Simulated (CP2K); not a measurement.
Runs of CP2K 2026.2 on AlN. The structure is hexagonal, space group P6_3mc (No. 186). Conventional cell: a = 3.113 Å, b = 3.113 Å, c = 4.981 Å, α = 90.00°, β = 90.00°, γ = 120.00°. Al (site symmetry 3m) is surrounded by 4 N at 1.89 Å. N (site symmetry 3m) has 4 Al at 1.89 Å as nearest neighbours. 

```tsv
level	cutoff of the non-local correlation (Ry)	gap on the mesh (eV)	pressure (GPa)	largest force (eV/Å)
vdW-DF2	300	4.63	4.6	0.10
revPBE	-	(a)	2.9	0.13
TASK	-	5.37	-0.2	(b)
AM05	-	4.14	2.5	0.15
PBEsol	-	4.12	2.4	0.15
```

Alike in all rows: task band structure; potentials or basis POTENTIAL_UZH Al GTH-PBE-q3, N GTH-PBE-q5; TZVP-MOLOPT-PBE-GTH basis; no spin polarisation; cell as given; k mesh 10 × 10 × 6; smearing fermi-dirac 0.05 eV.

**Question.** Estimate the missing entries.

**Answer.** (a) 4.29; (b) 0.12.

Caveats: the potentials were made for another functional, which shifts forces and pressure; the basis of atomic orbitals isn't converged, which shifts pressures, moduli and gaps.

